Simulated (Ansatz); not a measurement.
Relaxed-ion elastic tensor of SrF2 (fluorite, Fm-3m) in GPa (Voigt order), the program Ansatz at the PBEsol level (PAW); density 4.37 g/cm³, 15.90 Å³ per atom.

```json
[
 {"": "1", "1": "126", "2": "46.4", "3": "46.4", "4": "0.0", "5": "0.0", "6": "0.0"},
 {"": "2", "1": "46.4", "2": "126", "3": "46.4", "4": "0.0", "5": "0.0", "6": "0.0"},
 {"": "3", "1": "46.4", "2": "46.4", "3": "126", "4": "0.0", "5": "0.0", "6": "0.0"},
 {"": "4", "1": "0.0", "2": "0.0", "3": "0.0", "4": "31.6", "5": "0.0", "6": "0.0"},
 {"": "5", "1": "0.0", "2": "0.0", "3": "0.0", "4": "0.0", "5": "31.6", "6": "0.0"},
 {"": "6", "1": "0.0", "2": "0.0", "3": "0.0", "4": "0.0", "5": "0.0", "6": "31.6"}
]
```

Is the crystal mechanically stable?

Yes: the smallest eigenvalue of C is 31.6 GPa.

Work out the Voigt, Reuss and Hill averages.

K_V = 72.9, K_R = 72.9, K_H = 72.9; G_V = 34.8, G_R = 34.4, G_H = 34.6 GPa.

Give Young's modulus, Poisson's ratio, Pugh's ratio and the universal anisotropy index.

E = 9KG/(3K + G) = 89.6 GPa; ν = 0.30; K/G = 2.11 (ductile by the Pugh limit of 1.75); A_U = 5G_V/G_R + K_V/K_R − 6 = 0.06.

Estimate the sound speeds and the Debye temperature.

v_l = √((K + 4G/3)/ρ) = 5220 m/s, v_t = √(G/ρ) = 2810 m/s, mean 3140 m/s; Θ = (h/k)(3n/4πV)^(1/3) v_m = 372 K.

Give the Zener ratio and Young's modulus along [100], [110] and [111].

A = 2C44/(C11 − C12) = 0.79; 1/E = S11 − 2(S11 − S12 − S44/2)Γ with Γ = 0, 1/4, 1/3 gives 101, 86.6, 82.7 GPa.

The PBEsol relaxation kept the symmetry of its start; of distortions, only those at the zone centre were tested.

Potentials: the later of the program's two PAW sets.
